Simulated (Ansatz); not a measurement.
**N interstitial in AlN**

Computed with Ansatz 0.2.0, DFT PBE, scalar-relativistic, plane waves, PAW. Settings: 420 eV cutoff, 4×4×4 k-mesh, Gaussian smearing of 0.01 eV, collinear spin in charge 0, -2 alone.

Host crystal, relaxed:

```cif
data_structure
_symmetry_space_group_name_H-M 'P 1'
_symmetry_Int_Tables_number 1
_cell_length_a 3.1302
_cell_length_b 3.1302
_cell_length_c 5.0180
_cell_angle_alpha 90.000
_cell_angle_beta 90.000
_cell_angle_gamma 120.000
_cell_volume 42.58
loop_
_atom_site_label
_atom_site_type_symbol
_atom_site_fract_x
_atom_site_fract_y
_atom_site_fract_z
_atom_site_occupancy
Al1 Al 0.66667 0.33333 0.49923 1
Al2 Al 0.33333 0.66667 0.99923 1
N1 N 0.66667 0.33333 0.88077 1
N2 N 0.33333 0.66667 0.38077 1
```

Supercell of 16 atoms, rows in host cell vectors: 0 0 1; -2 -2 0; 2 0 0. Atoms relax at the host's cell, keeping the symmetry that the supercell leaves at the site. The cell is small, so energies carry finite-size errors of tenths of an eV. The host's Kohn–Sham gap is 4.03 eV.

Defect: N interstitial at (0.000, 0.000, 0.208) of the host cell, charge -2.

(1) Give the relaxed supercell.

## Answers

(1)
```
CELL_PARAMETERS angstrom
0.00000 0.00000 5.01804
-3.13021 -5.42168 0.00000
6.26042 0.00000 0.00000
ATOMIC_POSITIONS crystal
Al 0.47979 0.32668 0.16334
Al 0.55527 0.33333 0.66667
Al 0.47979 0.83666 0.16334
Al 0.47979 0.83666 0.67332
Al 0.01720 0.15784 0.84216
Al 0.01720 0.15784 0.31567
Al 0.01720 0.68433 0.84216
Al 0.97226 0.66667 0.33333
N 0.85152 0.34874 0.17437
N 0.92361 0.33333 0.66667
N 0.85152 0.82563 0.17437
N 0.85152 0.82563 0.65126
N 0.41327 0.18014 0.81986
N 0.41327 0.18014 0.36028
N 0.41327 0.63972 0.81986
N 0.34973 0.66667 0.33333
N 0.16212 0.00000 0.00000
```
Around the defect: 3 Al at 1.86 Å, 3 N at 2.33 Å. The run ended with a moment of 0.12 μB, which may not be the ground spin state.